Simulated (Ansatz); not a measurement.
Input and steps of a relaxation of cell and atoms on CdIn₂O₄ (Fd-3m) from a database structure (the plane-wave code Ansatz, r2SCAN). The starting cell comes from a relaxation with PBE.

```yaml
crystal:
  lattice:
    - [0.0, 4.6578993908, 4.6578993908]
    - [4.6578993908, 0.0, 4.6578993908]
    - [4.6578993908, 4.6578993908, 0.0]
  atoms:
    - { symbol: Cd, position: [0.25, 0.25, 0.25] }
    - { symbol: Cd, position: [0.0, 0.0, 0.0] }
    - { symbol: In, position: [0.125, 0.625, 0.625] }
    - { symbol: In, position: [0.625, 0.625, 0.625] }
    - { symbol: In, position: [0.625, 0.125, 0.625] }
    - { symbol: In, position: [0.625, 0.625, 0.125] }
    - { symbol: O, position: [0.86197058, 0.86197058, 0.86197058] }
    - { symbol: O, position: [0.83591174, 0.38802942, 0.38802942] }
    - { symbol: O, position: [0.38802942, 0.38802942, 0.83591174] }
    - { symbol: O, position: [0.38802942, 0.83591174, 0.38802942] }
    - { symbol: O, position: [0.86197058, 0.86197058, 0.41408826] }
    - { symbol: O, position: [0.86197058, 0.41408826, 0.86197058] }
    - { symbol: O, position: [0.38802942, 0.38802942, 0.38802942] }
    - { symbol: O, position: [0.41408826, 0.86197058, 0.86197058] }
kpoints:
  mp_grid: { grid: [4, 4, 4] }
hamiltonian:
  xc: r2scan
scf:
  occupations: { method: fermi_dirac, width: 0.02 }
relax:
  f_tol: 0.005
  cell: {}
```

The trajectory has 5 recorded frames, each with positions in Å and forces in eV/Å. Some frames, the last among them, repeat a geometry solved again on a basis re-selected at its cell; pressure is positive in compression.

Step 1: energy 0.0 meV/atom from step 1, largest force component 0.113 eV/Å, pressure -5.32 GPa
```xyz
14
Lattice="0.0000 4.6579 4.6579 4.6579 0.0000 4.6579 4.6579 4.6579 0.0000" Properties=species:S:1:pos:R:3:forces:R:3 pbc="T T T"
Cd    2.3289    2.3289    2.3289    0.0000    0.0000    0.0000
Cd    0.0000    0.0000    0.0000    0.0000    0.0000    0.0000
In    5.8224    3.4934    3.4934    0.0000    0.0000    0.0000
In    5.8224    5.8224    5.8224    0.0000    0.0000    0.0000
In    3.4934    5.8224    3.4934    0.0000    0.0000    0.0000
In    3.4934    3.4934    5.8224    0.0000    0.0000    0.0000
O     8.0299    8.0299    8.0299   -0.1129   -0.1129   -0.1129
O     3.6148    5.7010    5.7010    0.1129   -0.1129   -0.1129
O     5.7010    5.7010    3.6148   -0.1129   -0.1129    0.1129
O     5.7010    3.6148    5.7010   -0.1129    0.1129   -0.1129
O     5.9438    5.9438    8.0299    0.1129    0.1129   -0.1129
O     5.9438    8.0299    5.9438    0.1129   -0.1129    0.1129
O     3.6148    3.6148    3.6148    0.1129    0.1129    0.1129
O     8.0299    5.9438    5.9438   -0.1129    0.1129    0.1129
```

Step 2: energy -9.2 meV/atom from step 1, largest force component 0.024 eV/Å, pressure +0.94 GPa
```xyz
14
Lattice="0.0000 4.5913 4.5913 4.5913 0.0000 4.5913 4.5913 4.5913 0.0000" Properties=species:S:1:pos:R:3:forces:R:3 pbc="T T T"
Cd    2.2957    2.2957    2.2957    0.0000    0.0000    0.0000
Cd    0.0000    0.0000    0.0000    0.0000    0.0000    0.0000
In    5.7392    3.4435    3.4435    0.0000    0.0000    0.0000
In    5.7392    5.7392    5.7392    0.0000    0.0000    0.0000
In    3.4435    5.7392    3.4435    0.0000    0.0000    0.0000
In    3.4435    3.4435    5.7392    0.0000    0.0000    0.0000
O     7.9140    7.9140    7.9140    0.0237    0.0237    0.0237
O     3.5644    5.6183    5.6183   -0.0237    0.0237    0.0237
O     5.6183    5.6183    3.5644    0.0237    0.0237   -0.0237
O     5.6183    3.5644    5.6183    0.0237   -0.0237    0.0237
O     5.8600    5.8600    7.9140   -0.0237   -0.0237    0.0237
O     5.8600    7.9140    5.8600   -0.0237    0.0237   -0.0237
O     3.5644    3.5644    3.5644   -0.0237   -0.0237   -0.0237
O     7.9140    5.8600    5.8600    0.0237   -0.0237   -0.0237
```

Step 3: energy -9.4 meV/atom from step 1, largest force component 0.002 eV/Å, pressure -0.06 GPa
```xyz
14
Lattice="0.0000 4.6010 4.6010 4.6010 0.0000 4.6010 4.6010 4.6010 0.0000" Properties=species:S:1:pos:R:3:forces:R:3 pbc="T T T"
Cd    2.3005    2.3005    2.3005    0.0000    0.0000    0.0000
Cd    0.0000    0.0000    0.0000    0.0000    0.0000    0.0000
In    5.7512    3.4507    3.4507    0.0000    0.0000    0.0000
In    5.7512    5.7512    5.7512    0.0000    0.0000    0.0000
In    3.4507    5.7512    3.4507    0.0000    0.0000    0.0000
In    3.4507    3.4507    5.7512    0.0000    0.0000    0.0000
O     7.9310    7.9310    7.9310   -0.0015   -0.0015   -0.0015
O     3.5715    5.6305    5.6305    0.0015   -0.0015   -0.0015
O     5.6305    5.6305    3.5715   -0.0015   -0.0015    0.0015
O     5.6305    3.5715    5.6305   -0.0015    0.0015   -0.0015
O     5.8720    5.8720    7.9310    0.0015    0.0015   -0.0015
O     5.8720    7.9310    5.8720    0.0015   -0.0015    0.0015
O     3.5715    3.5715    3.5715    0.0015    0.0015    0.0015
O     7.9310    5.8720    5.8720   -0.0015    0.0015    0.0015
```

Step 4: energy -9.5 meV/atom from step 1, largest force component 0.000 eV/Å, pressure 0.00 GPa
```xyz
14
Lattice="0.0000 4.6004 4.6004 4.6004 0.0000 4.6004 4.6004 4.6004 0.0000" Properties=species:S:1:pos:R:3:forces:R:3 pbc="T T T"
Cd    2.3002    2.3002    2.3002    0.0000    0.0000    0.0000
Cd    0.0000    0.0000    0.0000    0.0000    0.0000    0.0000
In    5.7505    3.4503    3.4503    0.0000    0.0000    0.0000
In    5.7505    5.7505    5.7505    0.0000    0.0000    0.0000
In    3.4503    5.7505    3.4503    0.0000    0.0000    0.0000
In    3.4503    3.4503    5.7505    0.0000    0.0000    0.0000
O     7.9299    7.9299    7.9299    0.0000    0.0000    0.0000
O     3.5710    5.6297    5.6297    0.0000    0.0000    0.0000
O     5.6297    5.6297    3.5710    0.0000    0.0000    0.0000
O     5.6297    3.5710    5.6297    0.0000    0.0000    0.0000
O     5.8712    5.8712    7.9299    0.0000    0.0000    0.0000
O     5.8712    7.9299    5.8712    0.0000    0.0000    0.0000
O     3.5710    3.5710    3.5710    0.0000    0.0000    0.0000
O     7.9299    5.8712    5.8712    0.0000    0.0000    0.0000
```

Step 5: energy -9.2 meV/atom from step 1, largest force component 0.000 eV/Å, pressure 0.00 GPa
```xyz
14
Lattice="0.0000 4.6004 4.6004 4.6004 0.0000 4.6004 4.6004 4.6004 0.0000" Properties=species:S:1:pos:R:3:forces:R:3 pbc="T T T"
Cd    2.3002    2.3002    2.3002    0.0000    0.0000    0.0000
Cd    0.0000    0.0000    0.0000    0.0000    0.0000    0.0000
In    5.7505    3.4503    3.4503    0.0000    0.0000    0.0000
In    5.7505    5.7505    5.7505    0.0000    0.0000    0.0000
In    3.4503    5.7505    3.4503    0.0000    0.0000    0.0000
In    3.4503    3.4503    5.7505    0.0000    0.0000    0.0000
O     7.9299    7.9299    7.9299    0.0000    0.0000    0.0000
O     3.5710    5.6297    5.6297    0.0000    0.0000    0.0000
O     5.6297    5.6297    3.5710    0.0000    0.0000    0.0000
O     5.6297    3.5710    5.6297    0.0000    0.0000    0.0000
O     5.8712    5.8712    7.9299    0.0000    0.0000    0.0000
O     5.8712    7.9299    5.8712    0.0000    0.0000    0.0000
O     3.5710    3.5710    3.5710    0.0000    0.0000    0.0000
O     7.9299    5.8712    5.8712    0.0000    0.0000    0.0000
```

In 4 steps the volume changed by -3.7 %; between the first SCF and the last, each on a basis chosen for its cell, the energy fell by 9.2 meV an atom. At the end: it is cubic, Fd-3m (No. 227); a = 9.201 Å in the conventional setting, 13.91 Å³ an atom. Cd has 4 O at 2.20 Å; In has 6 O at 2.19 Å; O has 3 In at 2.19 Å and 1 Cd at 2.20 Å.

It took 12 s on 1 × NVIDIA H100 80GB HBM3 with 2 threads of AMD EPYC 7R13 Processor (Zen 3) (shared host), load about 3.1 per core; peak host memory 1.4 GiB.

(Simulation; spin polarisation is off.)
